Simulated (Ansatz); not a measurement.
## CdO (Monteponite) under changes of volume

One of the cells (12.970 Å³/atom); the others are scaled copies at fixed shape and fractional positions:

```xyz
2
Lattice="0.0000 2.3495 2.3495 2.3495 0.0000 2.3495 2.3495 2.3495 0.0000" Properties=species:S:1:pos:R:3 pbc="T T T"
Cd    0.0000    0.0000    0.0000
O     2.3495    2.3495    2.3495
```

| Quantity | Value |
| --- | --- |
| Program | Ansatz 0.2.0 |
| Functional | LC-wPBE |
| Potentials or basis | Ansatz PAW |
| Cutoff | 420 eV (not typed: the program's choice for these potentials) |
| k mesh | 6 × 6 × 6 |
| Occupations | methfessel-paxton, width 0.1 eV |
| Spin | no spin polarisation |

```tsv
volume (Å³/atom)	energy over the lowest point (meV/atom)	pressure (GPa)	gap on the mesh (eV)
12.191	12.94	7.9	6.19
12.451	3.42	3.9	6.11
12.710	0.00	0.4	6.04
12.970	1.90	-2.8	5.96
13.229	8.92	-5.6	5.89
13.488	?	?	?
13.748	35.27	-10.4	5.74
```

Problem. What does the run at 13.488 Å³/atom give?

Solution. Energy over the lowest point 20.02 meV/atom; pressure -8.2 GPa; gap on the mesh 5.81 eV.

Worked out: A Birch-Murnaghan fit of order 3 (a polynomial in V^(-2/3)) to the other rows has its minimum at 12.74 Å³/atom with B0 = V·E''(V) = 163 GPa and B' = 4.4. It gives 20.09 meV/atom at 13.488 Å³/atom, against the run's 20.02, and -dE/dV = -8.2 GPa, against -8.2. A straight line through the other rows of the gap, of slope -3.73 eV per unit of ln V, gives 5.81 eV, against the run's 5.81.

Energies are extrapolated to zero smearing.

Caveats: the PAW data sets come from PBE, with cores solved anew for the run's functional, which leaves a small shift of forces and pressure; the thresholds are loose for stress.

A mesh can miss the band edges. Spin-orbit coupling on Cd is left out.
